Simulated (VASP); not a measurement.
AgCl, 2 atoms in the cell. The structure is cubic, space group Fm-3m (No. 225). Conventional cell: a = 5.546 Å, b = 5.546 Å, c = 5.546 Å, α = 90.00°, β = 90.00°, γ = 90.00°. Ag (site symmetry m-3m) has 6 Cl at 2.77 Å as nearest neighbours. Cl (site symmetry m-3m) is surrounded by 6 Ag at 2.77 Å. 

- Program: VASP 6.6.1
- Task: single point
- Functional: PBE
- Potentials or basis: VASP PAW PBE potentials, release 64 (Ag, Cl)
- Cutoff: 520 eV
- k mesh: 6 × 6 × 6
- Occupations: gaussian, width 0.1 eV
- Spin: no spin polarisation
- Dipole correction: no
- Further INCAR settings: ALGO = Fast; EDIFF = 1e-06; NBANDS = 16

Potentials or basis: VASP PAW PBE potentials, release 64 (Ag, Cl).

The run is started by

```console
$ cat potpaw_PBE.64/Ag/POTCAR potpaw_PBE.64/Cl/POTCAR > POTCAR
$ mpirun -np 1 vasp_std > vasp.out
```

Hardware: 1 thread of Intel(R) Xeon(R) Platinum 8488C (Sapphire Rapids), with other jobs on the host.

Q: Estimate the wall time of this run.

A: Run time: 13 s on 1 thread of Intel(R) Xeon(R) Platinum 8488C (Sapphire Rapids), with other jobs on the host, peak memory 0.16 GiB. Counts: scf iterations 13, k points 16.
